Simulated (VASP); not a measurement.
Here is a VASP 6.6.1 calculation.

INCAR

```
SYSTEM = Os
PREC = Accurate
ENCUT = 600
EDIFF = 1E-6
ISMEAR = 1
SIGMA = 0.05
LREAL = .False.
LASPH = .True.
NELM = 100
ALGO = Normal
ISIF = 3
LWAVE = .False.
LCHARG = .False.
GGA = PS
IBRION = 2
NSW = 80
EDIFFG = -0.03
```

The input KPOINTS:

```
regular mesh
0
Gamma
  11 11 11
  0 0 0
```

POSCAR

```
Os
1.0
    1.5200000000      1.5200000000      1.5200000000
   -1.5200000000      1.5200000000      1.5200000000
   -1.5200000000     -1.5200000000      1.5200000000
Os
1
Direct
    0.0000000000      0.0000000000      0.0000000000
```

Potentials or basis: VASP PAW PBE potentials, release 64 (Os).

Launch:

```console
$ cat potpaw_PBE.64/Os/POTCAR > POTCAR
$ mpirun -np 1 vasp_std > vasp.out
```

Q: Estimate the relaxed cell.

A: a = 2.653 Å, b = 2.653 Å, c = 2.653 Å, α = 70.53°, β = 109.47°, γ = 70.53°.

Q: What does it give for the relaxed volume?

A: 14.38 Å³/atom.

Q: What does it give for the space group after relaxing (to 0.05 Å)?

A: Im-3m (No. 229).

Q: What does it give for the band gap on the k mesh?

A: None (metal or under the smearing width).

Final structure:
```
CELL_PARAMETERS angstrom
1.53177 1.53177 1.53177
-1.53177 1.53177 1.53177
-1.53177 -1.53177 1.53177
ATOMIC_POSITIONS crystal
Os 0.00000 0.00000 0.00000
```

Caveat: the PAW data sets were made with another functional, which shifts forces and pressure a little. Spin-orbit coupling is left out, which matters for the levels of Os.
